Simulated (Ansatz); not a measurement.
System: α-phase Li3N. Method: LDA in Ansatz (plane waves, PAW).

Run with plane-wave cutoff 520 eV, 12×12×10 k mesh (along the axes of the cell as run), Fermi–Dirac smearing 0.01 eV, scalar-relativistic PAW data made under PBE.

Cell (relaxed at this level):

```
Li3N
1.0
    1.77159    -3.06849     0.00000
    1.77159     3.06849     0.00000
    0.00000     0.00000     3.78627
Li N
3 1
Cartesian
  1.77159   1.02283   0.00000
  1.77159  -1.02283   0.00000
  0.00000   0.00000   1.89313
  0.00000   0.00000   0.00000
```

What does this level give for the bulk modulus B0, band gap, smallest direct gap on the k points sampled and pressure derivative B′ of the bulk modulus?


- bulk modulus B0: 60.9 GPa
- band gap: 1.10 eV (indirect)
- smallest direct gap on the k points sampled: 1.56 eV
- pressure derivative B′ of the bulk modulus: 3.8

Measured, for comparison: band gap 2.15 eV (4 K, zero-point motion not removed, indirect, optical absorption, E parallel c; as tabulated in Brendecke and Bludau (1979), doi:10.1063/1.326533). Computed (rounded) less measured: band gap -1.05 eV.

Note: the bulk modulus comes from volumes at which shape and atoms were relaxed.

The computed numbers hold no vibrational or temperature effects.

Ansatz is a first-principles code.
